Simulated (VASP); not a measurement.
Runs of VASP 6.6.1 on MnS. The structure is cubic, space group Fm-3m (No. 225). Conventional cell: a = 5.209 Å, b = 5.209 Å, c = 5.209 Å, α = 90.00°, β = 90.00°, γ = 90.00°. Around Mn (site symmetry m-3m) lie 6 S at 2.60 Å. S (site symmetry m-3m) is surrounded by 6 Mn at 2.60 Å. 

| task | level | potentials or basis | cell | k mesh | cutoff (eV) | smearing | ladder | gap on the mesh (eV) | pressure (GPa) | moment (μB) | relaxed volume (Å³/atom) |
| --- | --- | --- | --- | --- | --- | --- | --- | --- | --- | --- | --- |
| single point | PBEsol | VASP PAW PBE potentials, release 64 (Mn_pv, S) | as given | 9 × 9 × 9 | 520 | fermi-dirac 0.05 eV | free | none | (b) | (c) | - |
| relaxation of cell and atoms | PBE | VASP PAW PBE potentials, release 64 (Mn_pv, S) | relaxed | 8 × 8 × 8 | 600 | fermi-dirac 0.05 eV | gaps | none | 0.0 | 4.62 | 16.84 |
| single point | RPBE | VASP PAW PBE potentials, release 64 (Mn_GW, S_GW) | as given | 9 × 9 × 9 | 550 | gaussian 0.02 eV | - | none | (d) | (a) | - |
| relaxation of cell and atoms | PBEsol | VASP PAW PBE potentials, release 64 (Mn_pv, S) | relaxed | 8 × 8 × 8 | 600 | fermi-dirac 0.05 eV | gaps | none | 0.0 | 4.03 | 14.95 |
| single point | PBE | VASP PAW PBE potentials, release 64 (Mn_pv, S) | as given | 9 × 9 × 9 | 520 | gaussian 0.05 eV | - | none | -2.9 | 4.72 | - |
| single point | PBE | VASP PAW PBE potentials, release 64 (Mn_pv, S) | as given | 9 × 9 × 9 | 520 | fermi-dirac 0.05 eV | - | none | -2.9 | 4.71 | - |
| single point | PBE | VASP PAW PBE potentials, release 64 (Mn, S) | as given | 9 × 9 × 9 | 500 | gaussian 0.05 eV | - | none | -3.0 | 4.72 | - |
| relaxation of cell and atoms | LDA | VASP PAW LDA potentials, release 64 (Mn_pv, S) | relaxed | 8 × 8 × 8 | 600 | fermi-dirac 0.05 eV | gaps | none | 0.0 | 3.16 | 13.31 |

Alike in all rows: spin collinear, ferromagnetic start.

Problem. Fill in the values left out.

Solution. (a) 4.79; (b) -7.2; (c) 4.69; (d) 0.7.

Caveats: a cell with one magnetic atom can't hold antiferromagnetic order, which such compounds often take; semilocal functionals often make such compounds metallic where correlation or magnetic order opens a gap, which also shifts bond lengths; the PAW data sets were made with another functional, which shifts forces and pressure a little (some runs); the volume moved by over 15 % at a fixed basis, so the end points are rough (some runs); the volume moved by -15 % from the deposited cell, more than functionals usually miss (some runs); the volume moved by -25 % from the deposited cell, more than functionals usually miss (some runs).

A k mesh can miss the band edges.

A gap of «none» marks a metal or a gap under the smearing width.

Not every run made on this cell is shown here.
